## Optical modes of PtSe₂ at the zone centre

Three atoms in the cell give nine vibrations at zero wave vector, and three of these are rigid translations of the whole crystal. The other six stretch and bend bonds. The threefold axis joins motions within the layer plane into doublets and leaves motions along the axis as singlets, so the six appear as two doublets and two singlets. The frequencies follow this count exactly.

Phonon frequencies of PtSe₂ (P-3m1) at zero wave vector in the relaxed cell, from Quantum ESPRESSO 7.5 with PBEsol, without dispersion correction or spin–orbit coupling; imaginary frequencies are negative. The run used PseudoDojo 0.4.1 standard pseudopotentials, a 1170 eV cutoff, a 4×4×2 k mesh and 0.05 eV Fermi–Dirac smearing, with fixed occupations for the response.

| row | phonon q row (row) | phonon frequency (cm⁻¹) |
| --- | --- | --- |
| 1 | 1 | -4.20 |
| 2 | 1 | -3.90 |
| 3 | 1 | -3.90 |
| 4 | 1 | 175.10 |
| 5 | 1 | 175.10 |
| 6 | 1 | 195.00 |
| 7 | 1 | 195.00 |
| 8 | 1 | 201.20 |
| 9 | 1 | 208.40 |

The three small negative values belong to the translations, whose frequency should be zero. A negative sign stands for an imaginary frequency, but here it marks a numerical residue of about 4 cm⁻¹ and not an unstable crystal. The physics lies in the six optical modes, which crowd into a narrow band between 175.1 and 208.4 cm⁻¹. A simple model with Pt–Se forces alone would spread them much further.

### What the masses alone would do

Platinum sits at a centre of inversion, with one selenium atom on either side. In an even mode the two selenium atoms move in opposite directions, their pulls on platinum cancel, and platinum stays at rest. In an odd mode the selenium atoms move together and platinum recoils against them. Symmetry puts one even and one odd mode into the pair of doublets, and likewise into the pair of singlets.

The recoil matters because it stretches the Pt–Se links further for the same selenium displacement. If these links supplied the only restoring force, the odd mode would always be the higher one. Let $m$ be the mass of selenium and $M$ that of platinum. When the selenium atoms move by $x$, platinum moves back by $(2m/M)x$, so the restoring force grows by the factor $1+2m/M$. The frequency grows by the square root of this factor, 1.345, however stiff the links are.

Both pairs break this pattern. Starting from the lower doublet, the masses predict the upper one at $175.1\times1.345\approx235.6$ cm⁻¹, whereas the calculation puts it at 195.0 cm⁻¹, about 41 cm⁻¹ lower. For the singlets the same step overshoots by about 62 cm⁻¹. These misses assume that the upper partner is the odd one; with the opposite assignment even the order would be wrong.

### Selenium pushes against selenium

The way out is a force that acts in the even mode only. When the two selenium atoms move in opposite directions, their separation changes; when they move together, it does not. A coupling between them therefore raises the even mode and leaves the odd one untouched. Mass lifts one partner, Se–Se coupling lifts the other, and the two end up close together.

This can be put into two constants for each direction of motion. Let $k$ be the summed Pt–Se force constant felt by one selenium atom, and $s$ the summed constant between the two selenium sublattices. In the even mode the Se–Se separation changes by twice the displacement of each atom, so that

$$\omega_{\rm even}^2=\frac{k+2s}{m},\qquad \omega_{\rm odd}^2=\frac{k}{m}\left(1+\frac{2m}{M}\right).$$

Dividing one by the other removes the absolute stiffness:

$$\frac{s}{k}=\frac12\left[\left(1+\frac{2m}{M}\right)\frac{\omega_{\rm even}^2}{\omega_{\rm odd}^2}-1\right].$$

Take the doublets, with the upper one odd. The mass factor is $1+2\times79/195\approx1.81$, and the squared frequency ratio is $(175.1/195.0)^2\approx0.81$. Their product is about 1.46, which gives $s/k\approx0.23$. The selenium sublattices are thus coupled about a quarter as strongly as selenium is to platinum.

Frequencies alone do not fix which partner is odd, but the conclusion survives either choice. The four possible values of $s/k$, two for each direction, run from 0.23 to 0.62 and are all positive. Two constants for two frequencies reproduce each pair by construction, so this agreement is no test of the model. What the numbers do show is that, within harmonic theory, Pt–Se forces alone cannot account for the spacing. The printed analysis below gives the mass-only predictions and the coupling ratios for each assignment.

The formulas also say when the two partners would coincide: when $s/k$ equals $m/M$, here about 0.41. Below that value recoil wins and the odd mode lies higher; above it the Se–Se coupling wins and the even mode does. In a related compound with the same structure, the order of the partners thus depends on how the coupling ratio compares with the mass ratio. A heavier metal atom recoils less, so at the same coupling ratio it lowers the odd mode relative to the even one.

The constant $s$ adds up every force constant between the two selenium sublattices, both within a layer and across the gap to the next one. It includes forces passed on through the bonding at platinum, such as the resistance of Se–Pt–Se angles to bending, and so does not measure direct Se–Se contact alone. All cells move in step at zero wave vector, so these contributions cannot be told apart. The relaxation shortened the cell along the stacking axis by about 5.5%, from 5.062 to 4.785 Å, and all the frequencies here belong to the shortened cell. The shortening may have strengthened the part that acts across the gap, but the effect on $s$ is untested.

### Why the singlets are not the soft modes

A second break appears when the two directions are compared. The Pt–Se bonds lie closer to the layer plane than in a regular octahedron, where stretching would be equally stiff in both directions, so motion along the axis stretches them less. With the bond directions of the relaxed cell, springs that resist only stretching would make the axial $k$ just 0.61 times the in-plane one. The odd singlet would then lie well below the odd doublet, yet both singlets lie above both doublets.

The odd modes make this comparison clean, because they do not contain $s$ and share the same mass factor. The square of their frequency ratio is therefore the ratio of the two values of $k$. Even the assignment least favourable to the argument gives 1.065, far above the stretching value. The extra axial stiffness must come from forces beyond simple bond stretching. Resistance to changing the bond angles is a natural candidate, though these frequencies cannot separate it from longer-range forces.

An electric field along the stacking axis could also raise the odd singlet, since this mode moves charged atoms against each other. In this calculation the field is almost completely screened: the dielectric constant along the axis is about 480, and the estimated shift is only about 0.05 cm⁻¹ for a unit charge on platinum. The shift grows with the square of the charge, which is not listed, so the singlets can be read as mechanical frequencies unless that charge is many times larger. So large a dielectric constant probably reflects a small gap sampled on a coarse mesh, however, and the small shift is no evidence that the bonds are weakly polar.

The two breaks are large compared with the steps of 6 to 7 cm⁻¹ between the upper doublet and the two singlets. Those steps deserve no separate cause here, because spin–orbit coupling is left out despite the heavy platinum, and the relaxed structure still carries small forces. The sizes of the breaks need caution too. The k mesh is coarse, and the response was calculated with fixed occupations, as for an insulator. Yet the gap on this mesh is only 0.26 eV, and bulk PtSe₂ is generally described as a semimetal. A mesh can also miss the band edges, so the same calculation on a finer one might show a smaller gap or none. Electronic transitions across so small a gap can soften the even and odd modes by different amounts, so part of the narrow spacing may come from the settings. Without a convergence test, the coupling ratios belong to this calculation alone.

The analysis program printed:

```
Odd/even frequency ratio with Pt-Se coupling only: 1.345
Upper/lower doublet frequency ratio in the table: 1.114
Upper/lower singlet frequency ratio in the table: 1.036
Upper doublet predicted from the lower one, 1/cm: 235.6
Upper doublet, prediction less table, 1/cm: 40.59
Upper singlet predicted from the lower one, 1/cm: 270.7
Upper singlet, prediction less table, 1/cm: 62.31
In-plane s/k if the upper doublet is odd: 0.2298
In-plane s/k if the lower doublet is odd: 0.6226
Axial s/k if the upper singlet is odd: 0.3437
Axial s/k if the lower singlet is odd: 0.4711
Relaxed Pt-Se bond length, angstrom: 2.508
Axial/in-plane k from bond stretching alone: 0.6139
Axial/in-plane k, both upper partners odd: 1.142
Axial/in-plane k, smallest over all assignments: 1.065
Axial/in-plane k, largest over all assignments: 1.417
Change of c axis on relaxation, percent: -5.472
Rough field shift of an odd singlet for unit Pt charge, 1/cm: 0.04708
Shift of lowest optical mode from an error like the translation residue, 1/cm: 0.05037
```
